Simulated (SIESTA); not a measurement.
Crystal: FeO.

```
Fe O
1.0
    -1.60210    1.60210    2.08339
     1.60210   -1.60210    2.08339
     1.60210    1.60210   -2.08339
Fe O
1 1
Cartesian
  -0.0004 -0.0122 0.0163
  0.0234 0.0239 2.0687
```

The cell comes from a database or a generator and needn't be the stable form of this composition.

The cell isn't the ideal one: atoms moved at random, drawn with an rms of 0.05 Å.

Base run:

| Quantity | Value |
| --- | --- |
| Program | SIESTA 5.4.2 |
| Functional | PBE |
| Potentials or basis | PseudoDojo 0.4 standard (PBE files) |
| Basis | DZP (energy shift 0.003 Ry; two zetas on semicore shells) |
| Grid cutoff | 800 Ry |
| Energy shift | 0.003 Ry |
| k mesh | 12 × 12 × 12 |
| Occupations | fermi-dirac, width 0.05 eV |
| Spin | collinear spin, ferromagnetic start |
| Starting moments | [3.0, 0.0] μB |

Its results: band gap on the k mesh none (metal or under the smearing width); pressure -8.2 GPa; net moment 4.00 μB per cell; site moments Fe +3.70; O +0.30 μB; largest force 0.203 eV/Å.

Question: The run is repeated on the same cell with these changes: functional from PBE to PBEsol; potentials or basis from PseudoDojo 0.4 standard (PBE files) to PseudoDojo 0.4 standard (PBEsol files). What comes out?

Answer: Band gap on the k mesh none (metal or under the smearing width); pressure -15.6 GPa; net moment 4.00 μB per cell; site moments Fe +3.69; O +0.31 μB; largest force 0.178 eV/Å.

Caveats: short orbitals over semicore shells can move pressures by several GPa; the basis of atomic orbitals isn't converged, which shifts pressures, moduli and gaps; a cell with one magnetic atom can't hold antiferromagnetic order, which such compounds often take; semilocal functionals often make such compounds metallic where correlation or magnetic order opens a gap, which also shifts bond lengths.
